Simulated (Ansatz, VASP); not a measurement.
# GaN in two plane-wave programs, part 2 of 3

Wanted: the spread between two codes on one cell, functional and k mesh.

VASP 6.6.1 and Ansatz 0.2.0.

So far: The structure; VASP: band structure, B3LYP with an exact-exchange share of 0.2.

The database entry behind the starting cell differs from later determinations by our own check (about 0.3 % short, ideal inner coordinate), so it need not match the best structure at ambient conditions.

## 3. Ansatz: band structure, B3LYP with an exact-exchange share of 0.2

Level of this step: Ansatz beside VASP: Kohn-Sham DFT, plane waves, B3LYP (Ansatz).

Ansatz runs on its default PAW (the set named soft_2) files.

The same cell, functional (in two slightly different forms), mesh and smearing now go to Ansatz, which takes its cutoff from its data sets.

Input file input.yaml:

```yaml
crystal:
  lattice:
    - [3.18, 0.0, 0.0]
    - [-1.59, 2.753960784, 0.0]
    - [0.0, 0.0, 5.166]
  atoms:
    - { symbol: Ga, position: [0.3333333333, 0.6666666667, 0.0] }
    - { symbol: Ga, position: [0.6666666667, 0.3333333333, 0.5] }
    - { symbol: "N", position: [0.3333333333, 0.6666666667, 0.375] }
    - { symbol: "N", position: [0.6666666667, 0.3333333333, 0.875] }
hamiltonian:
  xc: b3lyp
  pseudopotentials: { kind: paw }
kpoints:
  mp_grid: { grid: [5, 5, 3] }
  band_path:
    path:
      - [0.0, 0.0, 0.0]
      - [0.4, 0.0, 0.0]
      - [0.4, 0.2, 0.0]
      - [0.2, 0.2, 0.0]
      - [0.0, 0.0, 0.1]
      - [0.0, 0.0, 0.5]
      - [0.4, 0.0, 0.5]
      - [0.4, 0.2, 0.5]
      - [0.2, 0.2, 0.5]
      - [0.5, 0.0, 0.4]
      - [0.33333, 0.33333, 0.0]
      - [0.33333, 0.33333, 0.5]
    npoints: 1
scf:
  occupations: { method: gaussian, width: 0.02 }
  n_extra_bands: 8
output:
  forces: true
  stress: true
  eigenvalues: true
```

On the command line:

```bash
ansatz run input.yaml --threads 4 --pin off --max-ram 9216MiB --backend cpu --events-out ev --progress --plain --runs-dir out
```

Numbers of over 12 decimals in the logs are rounded to 6 here.

Output:

```text
Warning: output.stress: scf.convergence.dr2_threshold = 1e-7 eV (the SCF's general default) is looser than the 4e-10 eV advised for a printed stress (1e-10 eV for each atom of the cell: 4). What an SCF threshold leaves in a stress goes as its square root, and in the free energy as the threshold itself, and one threshold admits the most on a small cell: [figures from the program's tests cut] Set scf.convergence.dr2_threshold to 4e-10 eV or tighter. The threshold is an SCF's pass mark: one that does not reach it within its budget of iterations ends unconverged, or closes short of it on a stop that the run arms, and scf.convergence.dr2_threshold's page says what that costs each kind of run
Warning: output.stress: scf.exx.energy_threshold = 1e-6 eV is looser than the 4e-8 eV advised for a stress under a hybrid functional (1e-8 eV for each atom of the cell: 4). Every SCF of the exchange loop can meet its threshold on dr2 while the loop round them stops early: no threshold on dr2 bounds what that leaves in the stress. Set scf.exx.energy_threshold to 4e-8 eV or tighter. The threshold is the loop's pass mark: a loop that does not reach it within its budget of cycles ends unconverged, and scf.exx.energy_threshold's page has the law
scf.n_extra_bands = 8 over 18 filled bands (N_el = 36.0): the run solves 26 bands
Engine: ansatz 0.2.0, aarch64-unknown-linux-gnu
Pseudopotentials: kind: paw
Pseudopotential: Ga, paw, valence charge 13, recommended cutoff 420 eV (normal), Ga.paw.azcp
Pseudopotential: N, paw, valence charge 5, recommended cutoff 420 eV (normal), N.paw.azcp
Functional definition: B3LYP
  parameter a0 = 0.2
  parameter ax = 0.72
  parameter ac = 0.81
  exchange = (1 - a0 - ax)*slater_x + ax*b88_x + a0*exact_x
  correlation = (1 - ac)*vwn_rpa_c + ac*lyp_c
Crystal: 4 atoms, lattice volume = 45.242 Å³
Basis set: ecut = 420 eV, 881 PW (Γ), exchange–correlation on 48×48×72 points (8 copies of the dense FFT grid, shifted against one another)
Bands: 26, of which v1, the nominal top of the filled ones, is band 18 counted from 1 (17 counted from 0)
Symmetry: 12 space group operations
Space group: P63mc (ITA 186), of the structure as read, at distance tolerance 3.6e-5 Å
k-points: 10 of 75 (time reversal used)
Non-local potential: Ga, projectors of the file, l = 0: 2, l = 1: 2, l = 2: 3, l = 3: 1
Non-local potential: N, projectors of the file, l = 0: 2, l = 1: 2, l = 2: 1
PAW form: soft (Blöchl's): semilocal exchange-correlation on the pseudo side does not see the compensation charge
PAW frozen core: Ga, regenerated for the run's functional, and the local potential with it (the file was generated under x = pbe(κ = 0.804, μ = 0.219515), c = pbe(β = 0.066725))
PAW frozen core: N, regenerated for the run's functional, and the local potential with it (the file was generated under x = pbe(κ = 0.804, μ = 0.219515), c = pbe(β = 0.066725))
PAW one-centre angular grid: Ga, 590 points (default); XC on 64 Gauss nodes
PAW one-centre angular grid: N, 110 points (default); XC on 64 Gauss nodes
Initial density: superposition of atomic densities (neutral atoms: chi_scale 0, normalization atom), corrected by the library's trained network
Initial wavefunctions: pseudopotential atomic-orbital guess
Functional: x = 0.1 slater + 0.9 b88, c = 0.19 vwn_rpa + 0.81 lyp, warm-up for x = 0.08 slater + 0.72 b88 + 0.2 exact, c = 0.19 vwn_rpa + 0.81 lyp
SCF iter   1: F=—  HF=-8354.259996 eV  |F-HF|=—  |Δ(HF+E_count)|=         —  Δρ=1.62e-2  dr2=1.01e-1  ethr=1.77e-3  ⟨swp⟩=5.8  Hψ=1128  notcnv=0
preconditioner: auto → none  [insulator: Δε(μ)=2.169 eV  Ē_g=19.022 eV  σ=0.020 eV  W_gap=1.00  n_scr=22 (ndim 8)  ℏωp=33.1 eV  f_vac=0.008  D(μ)=0.00/eV (n_scr^D=0)]
iter 2 solved again at ethr=2.68e-5 eV; its pass at ethr=2.81e-4 eV (dr2=9.66e-3 eV) is discarded
SCF iter   2: F=—  HF=-8354.232824 eV  |F-HF|=—  |Δ(HF+E_count)|=   2.72e-2  Δρ=4.72e-3  dr2=9.57e-3  ethr=2.68e-5  ⟨swp⟩=2.8  Hψ=1117  notcnv=0  defer=1
SCF iter   3: F=-8354.230379 eV  HF=-8354.230346 eV  |F-HF|=3.30e-5  |Δ(HF+E_count)|=   2.48e-3  Δρ=3.84e-4  dr2=3.49e-5  ethr=2.66e-5  ⟨swp⟩=3.6  Hψ=649  notcnv=0  defer=1
SCF 1 stopped early in 3 iterations: F = -8354.230379 eV  dr2 = 3.49e-5
  greatest PAW one-centre occupation: 0.996 electrons in one spin orbital (limit 2), on the Ga atom at site 1 (counted from 0), in its partial waves of l = 2
Initial density: handed on by an earlier stage of this run
Initial wavefunctions: those handed on with the density
Functional: x = 0.08 slater + 0.72 b88 + 0.2 exact, c = 0.19 vwn_rpa + 0.81 lyp
Frozen-core exchange: fock
SCF iter   1: F=—  HF=-8356.405204 eV  |F-HF|=—  |Δ(HF+E_count)|=         —  Δρ=1.39e-2  dr2=3.50e-2  ethr=9.70e-7  ⟨swp⟩=5.8  Hψ=1286  notcnv=0
preconditioner: auto → none  [insulator: Δε(μ)=3.631 eV  Ē_g=22.224 eV  σ=0.020 eV  W_gap=1.00  n_scr=22 (ndim 8)  ℏωp=33.1 eV  f_vac=0.012  D(μ)=0.00/eV (n_scr^D=0)]
SCF iter   2: F=—  HF=-8356.389901 eV  |F-HF|=—  |Δ(HF+E_count)|=   1.53e-2  Δρ=3.64e-3  dr2=4.04e-3  ethr=9.70e-7  ⟨swp⟩=4.0  Hψ=953  notcnv=0
SCF iter   3: F=—  HF=-8356.400306 eV  |F-HF|=—  |Δ(HF+E_count)|=   1.04e-2  Δρ=3.51e-3  dr2=2.13e-3  ethr=9.70e-7  ⟨swp⟩=4.0  Hψ=946  notcnv=0
SCF iter   4: F=—  HF=-8356.400001 eV  |F-HF|=—  |Δ(HF+E_count)|=   3.05e-4  Δρ=1.21e-3  dr2=2.24e-4  ethr=9.70e-7  ⟨swp⟩=3.0  Hψ=607  notcnv=0
SCF iter   5: F=—  HF=-8356.400170 eV  |F-HF|=—  |Δ(HF+E_count)|=   1.70e-4  Δρ=2.16e-4  dr2=1.09e-5  ethr=5.84e-7  ⟨swp⟩=3.2  Hψ=466  notcnv=0  defer=5
SCF iter   6: F=-8356.400166 eV  HF=-8356.400166 eV  |F-HF|=3.68e-7  |Δ(HF+E_count)|=   4.40e-6  Δρ=3.47e-5  dr2=2.26e-6  ethr=2.45e-8  ⟨swp⟩=3.8  Hψ=701  notcnv=0
SCF 2 stopped early in 6 iterations: F = -8356.400166 eV  dr2 = 2.26e-6
  Residual-converged pass: ⟨swp⟩=3.0  Hψ=597  notcnv=0  max |occ|·‖R‖ = 6.0e-6 eV (tolerance 6.7e-6 eV)  dr2=2.26e-6  dr2_onsite=4.69e-8  max |Δocc| = 0.0e0
hybrid outer 1: dexx = +1.173e-2 eV, tail = 2.56e-5 eV
Frozen-core exchange: fock
SCF iter   1: F=—  HF=-8356.399907 eV  |F-HF|=—  |Δ(HF+E_count)|=         —  Δρ=3.03e-5  dr2=2.78e-7  ethr=3.56e-7  ⟨swp⟩=4.3  Hψ=614  notcnv=0
preconditioner: auto → none  [insulator: Δε(μ)=3.663 eV  Ē_g=22.097 eV  σ=0.020 eV  W_gap=1.00  n_scr=22 (ndim 8)  ℏωp=33.1 eV  f_vac=0.016  D(μ)=0.00/eV (n_scr^D=0)]
SCF iter   2: F=—  HF=-8356.399908 eV  |F-HF|=—  |Δ(HF+E_count)|=   7.83e-7  Δρ=8.01e-6  dr2=1.69e-8  ethr=5.95e-10  ⟨swp⟩=4.1  Hψ=824  notcnv=0
SCF iter   3: F=-8356.399908 eV  HF=-8356.399908 eV  |F-HF|=2.71e-10  |Δ(HF+E_count)|=   2.67e-8  Δρ=3.84e-6  dr2=2.35e-9  ethr=4.10e-11  ⟨swp⟩=3.6  Hψ=576  notcnv=0  defer=2
SCF 3 converged in 3 iterations: F = -8356.399908 eV  dr2 = 2.35e-9
  Residual-converged pass: ⟨swp⟩=3.0  Hψ=595  notcnv=0  max |occ|·‖R‖ = 6.0e-7 eV (tolerance 6.3e-7 eV)  dr2=2.38e-9  dr2_onsite=2.42e-9  max |Δocc| = 0.0e0
hybrid outer 2: dexx = +3.206e-7 eV, tail = 1.81e-8 eV, Δε = 1.59e-3 eV (about 5.09e-5 eV left of the loop's levels), ΔF = 1.21e-4 eV/Å (tail 2.66e-4)
NSCF: frozen V_eff on 12 k-points
hybrid SCF converged: 2 outer / 9 inner (+3 warm-up), last move |dexx| = 3.21e-7 eV, tail = 1.81e-8 eV
Stability not checked: this state was not tested for a lower state beside it, because the functional holds exact exchange (a hybrid, or Hartree-Fock), whose exchange loop this test does not read (fock_operator; see scf.lower_state_search)
Free energy (F): -8356.399908 eV
Frozen-core exchange: fock
Harris-Foulkes:  -8356.399908 eV  (|F-HF|=2.71e-10)
Internal energy: -8356.399908 eV  (E = F + TS)
E sigma→0 (E₀):  -8356.399908 eV
Fermi energy:    10.888052 eV
--- Per-component energies (eV) ---
  E_band       = -79.227907
  E_kinetic    = 496.993872
  E_local      = -3895.910555  (includes V_loc(G=0)·N_el)
  E_nonlocal   = 945.948353
  E_hartree    = 1803.972025
  E_xc         = -210.135469
  E_vxc        = -217.100299  (∫ρ·V_xc dr)
  E_exx        = -111.296068  (= α·E_x^exact, valence–valence)
  E_paw        = -4202.468069  (= ΣΔE_a)
  E_vpaw       = -794.510248  (= ΣTr[D̂ρ^β])
  E_aug_tail   = 0.000030  (compensation charges beyond the density's cutoff)
  E_ewald      = -3183.826728
  E_core_change = 0.322699  (= ΣΔE_core)
  E_smearing   = -0.000000  (= −TS)
  E_closure    = 0.000003  (closes the sum)
  Σ components = -8356.399908   (vs F -8356.399908, Δ=1.82e-12)
--- Forces (eV/Å), atoms counted from 1 ---
  atom   1  Ga     0.00000000     0.00000000    -0.14498165
  atom   2  Ga    -0.00000000    -0.00000000    -0.14498165
  atom   3  N      0.00000000     0.00000000     0.14497301
  atom   4  N     -0.00000000    -0.00000000     0.14497301
  max |Σ_I F_I| component: 1.73e-5 eV/Å
--- Stress (GPa, compression-positive) ---
        5.670584       0.000000      -0.000000
        0.000000       5.670584       0.000000
       -0.000000       0.000000       7.643299
  P = ⅓ Tr σ = 6.3282 GPa (63.282 kbar)
--- Band table (eV; the first three rows and the last of 10) ---
  k-point 0: bands = [... 14 lower, 7.9295, 9.0010, 9.0564, 9.0564, 12.7197, 15.1449, 20.4622, 20.8743, ... 4 higher]
  k-point 1: bands = [... 14 lower, 8.1981, 8.1981, 8.7607, 8.7607, 14.4180, 15.3026, 19.7819, 20.1313, ... 4 higher]
  k-point 2: bands = [... 14 lower, 6.8042, 7.2080, 8.5490, 8.7003, 14.6422, 16.7300, 18.8280, 19.8202, ... 4 higher]
  k-point 9: bands = [... 14 lower, 4.8045, 5.9917, 6.6914, 7.4079, 16.2513, 17.4821, 18.6385, 18.8622, ... 4 higher]
```

Elapsed: 31 s, on 4 threads of Arm Neoverse V2, shared host; peak memory 0.76 GiB; 1.7 min of CPU time.

The column dr2 measures how far the density is from self-consistency, as an energy; F and HF (Harris–Foulkes) agree once it is small.

## 4. Differences

Known differences besides the potentials themselves: exact exchange at q = 0 is treated differently, which shows on coarse meshes; VASP keeps PBE cores, Ansatz makes them for the functional; the cutoff is 420 eV in Ansatz and 520 eV in VASP; VASP's log shows a relativistic correction to its local exchange, Ansatz's none; VASP takes a coarser grid for exact exchange (PRECFOCK = Fast). Total energies have different zeros and are not compared.

Both answers:

```tsv
quantity	Ansatz	VASP	difference
gap over the path points (eV)	3.663	3.668	-0.004
```

Forces (eV/Å; atoms numbered as in POSCAR):

```tsv
atom	Ansatz x, y, z	VASP x, y, z
Ga1	0.000, 0.000, -0.145	0.000, 0.000, -0.147
Ga2	0.000, 0.000, -0.145	0.000, 0.000, -0.147
N3	0.000, 0.000, 0.145	0.000, 0.000, 0.147
N4	0.000, 0.000, 0.145	0.000, 0.000, 0.147
```

Levels at points of the path, from each program's valence-band top (eV; 4 filled, then empty):

```tsv
k (reciprocal lattice)	Ansatz	VASP
0.000 0.000 0.000	-1.13 -0.06 0.00 0.00 3.66 6.09 11.41	-1.13 -0.05 0.00 0.00 3.67 6.10 11.40
0.400 0.000 0.000	-4.65 -2.79 -1.88 -0.95 6.88 7.49 8.15	-4.65 -2.79 -1.87 -0.95 6.88 7.49 8.14
0.400 0.200 0.000	-4.68 -3.77 -2.60 -2.26 7.24 8.91 9.04	-4.68 -3.77 -2.60 -2.25 7.24 8.90 9.04
0.200 0.200 0.000	-4.61 -3.18 -1.52 -1.38 7.57 8.40 9.43	-4.61 -3.17 -1.51 -1.37 7.57 8.39 9.43
0.000 0.000 0.100	-1.10 -0.36 -0.03 -0.03 3.92 6.11 11.32	-1.10 -0.36 -0.03 -0.03 3.92 6.12 11.32
0.000 0.000 0.500	-0.58 -0.58 -0.58 -0.58 6.08 6.08 10.54	-0.58 -0.58 -0.58 -0.58 6.09 6.09 10.54
0.400 0.000 0.500	-2.11 -2.11 -1.94 -1.94 6.39 6.39 9.80	-2.11 -2.11 -1.95 -1.95 6.39 6.39 9.80
0.400 0.200 0.500	-3.70 -3.70 -1.66 -1.66 7.51 7.51 10.03	-3.70 -3.70 -1.66 -1.66 7.50 7.50 10.03
0.200 0.200 0.500	-2.72 -2.72 -1.93 -1.93 7.58 7.58 9.87	-2.72 -2.72 -1.93 -1.93 7.58 7.58 9.87
0.500 0.000 0.400	-2.55 -2.35 -1.77 -1.73 5.93 6.59 9.54	-2.54 -2.35 -1.77 -1.73 5.93 6.59 9.54
```

The forces differ by 1.3 meV/Å r.m.s., which is 1.5 % of the r.m.s. force of 0.09 eV/Å (both taken over all components). Among the levels compared at these points, filled levels agree within 10 meV and empty ones within 8 meV.

## 5. Ansatz: band structure, r2SCANh with an exact-exchange share of 0.1

The same path points are solved in both programs, so levels can be compared one by one.

input.yaml: that of step 3 with these lines changed.

```diff
@@ -11,3 +11,3 @@
 hamiltonian:
-  xc: b3lyp
+  xc: r2scanh
   pseudopotentials: { kind: paw }
```

Output:

```text
[...]
Crystal: 4 atoms, lattice volume = 45.242 Å³
Basis set: ecut = 500 eV, 1129 PW (Γ), exchange–correlation on 96×96×160 points (64 copies of the dense FFT grid, shifted against one another)
Bands: 26, of which v1, the nominal top of the filled ones, is band 18 counted from 1 (17 counted from 0)
Symmetry: 12 space group operations
[...]
k-points: 10 of 75 (time reversal used)
[...]
--- Band table (eV; the first three rows and the last of 10) ---
  k-point 0: bands = [... 14 lower, 8.0148, 9.0853, 9.1409, 9.1409, 12.2517, 14.7867, 20.0530, 20.5842, ... 4 higher]
  k-point 1: bands = [... 14 lower, 8.2849, 8.2849, 8.8476, 8.8476, 13.9863, 14.9227, 19.3905, 19.8134, ... 4 higher]
  k-point 2: bands = [... 14 lower, 6.8828, 7.2880, 8.6344, 8.7873, 14.2110, 16.3918, 18.4265, 19.4029, ... 4 higher]
  k-point 9: bands = [... 14 lower, 4.8719, 6.0606, 6.7719, 7.4883, 15.7838, 17.0429, 18.2338, 18.5211, ... 4 higher]
[key lines of the parts left out:]
Free energy (F): -8351.645666 eV
Fermi energy:    10.696306 eV
P = ⅓ Tr σ = -0.4558 GPa (-4.558 kbar)
```

Wall time 39 s (4 threads); peak memory 0.92 GiB; 2.2 min of CPU time.

(Continued in part 3 of 3.)

[Lines on the potential files, build, host, timing and source positions are cut from VASP's logs without a mark.]

[Logs are printed without paths, hosts, clocks, repeated set-up lines and the standing remarks that a program may print on its own settings, such as how far it seeks lower states.]

[Hosts, paths, dates, database ids (printed as entryN), source tags and the programs' standing remarks are cut or masked in the printed files.]
